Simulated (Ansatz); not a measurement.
# PbF2: the cost of one run

Program: Ansatz 0.2.0. Level of theory: DFT PBE, scalar-relativistic, plane waves, PAW. These are calculated values, not measurements.

3 further runs of the same task are left out: 3 set aside as unsound or not needed.

## Step 1: The starting structure

The cell holds 24 atoms (F16LaPb7): a = 8.485 Å, b = 8.485 Å, c = 8.485 Å, α = 60.00°, β = 60.00°, γ = 60.00°.

The coordinates of this cell stand in the input of its own run.

The host was relaxed before at PBE: a = 6.000 Å, b = 6.000 Å, c = 6.000 Å, α = 90.00°, β = 90.00°, γ = 90.00° (conventional cell), 17.998 Å³/atom.

Places, in fractions of the supercell: La in place of Pb at (0.500, 0.500, 0.000). The start keeps the symmetry of the ideal site.

## Step 2: Band edges of the host over the zone

Input file input.yaml:

```yaml
crystal:
  lattice:
    - [0.0, 2.9998666143, 2.9998666143]
    - [2.9998666143, 0.0, 2.9998666143]
    - [2.9998666143, 2.9998666143, 0.0]
  atoms:
    - { symbol: Pb, position: [0.0, 0.0, 0.0] }
    - { symbol: F, position: [0.75, 0.75, 0.75] }
    - { symbol: F, position: [0.25, 0.25, 0.25] }
basis:
  ecutwfc: 420
  xc_grid: 2
kpoints:
  mp_grid: { grid: [6, 6, 6] }
  band_path: { path: [VBM, CBM], npoints: 2 }
hamiltonian:
  xc: pbe
scf:
  occupations: { method: gaussian, width: 0.02 }
output:
  forces: true
  stress: true
  eigenvalues: true
```

The run is started by

```sh
$ ansatz run input.yaml --threads 8 --pin off --max-ram 14336MiB --backend cpu --events-out ev --progress --plain --runs-dir out
```

Q: Estimate wall time and peak memory on 8 threads of Arm Neoverse V1, shared host.

About 1.7 s, with a peak of 0.33 GiB.
